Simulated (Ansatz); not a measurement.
Density of states of Cs (P6_3/mmc, a = 5.460 Å, b = 5.460 Å, c = 9.038 Å, α = 90.00°, β = 90.00°, γ = 120.00°), in states per eV and primitive cell, averaged over bins of 0.3 eV. The calculation used DFT PBE, scalar-relativistic, plane waves, PAW (Ansatz 0.2.0).

Settings: cutoff 420 eV, Γ-centred mesh 9×9×6 on the computed 2-atom cell, Gaussian smearing of 0.10 eV; no spin polarisation.

The cell is relaxed at this level. The states (both spins) are summed by tetrahedra on a 14×14×9 mesh at the self-consistent density. Energies are bin centres; the table starts no lower than −8 eV and ends at 6 eV, or lower where the solved bands end.

It is a metal at this level.

| E − E_F (eV) | total | Cs 6s | Cs 5p |
| --- | --- | --- | --- |
| -1.50 | 0.38 | 0.37 | 0.00 |
| -1.20 | 0.76 | 0.74 | 0.01 |
| -0.90 | 1.03 | 1.00 | 0.02 |
| -0.60 | 1.39 | 1.34 | 0.03 |
| -0.30 | 1.84 | 1.74 | 0.03 |
| 0.00 | 2.65 | 2.38 | 0.03 |
| 0.30 | 2.83 | 2.21 | 0.02 |
| 0.60 | 2.50 | 1.16 | 0.01 |
| 0.90 | 7.06 | 0.36 | 0.00 |
| 1.20 | 4.26 | 0.10 | 0.00 |

The columns after the total are the Löwdin projections on the occupied valence shells of the potentials. The rest of the total lies in shells that are empty in the free atom, which aren't projected, and between the atoms.

Spin-orbit coupling is left out, which matters for the bands of heavy elements.

This form isn't the element's structure at ambient conditions.

Cost: 1 run of about 0.61 core-minutes, on Arm Neoverse V1 (shared hosts).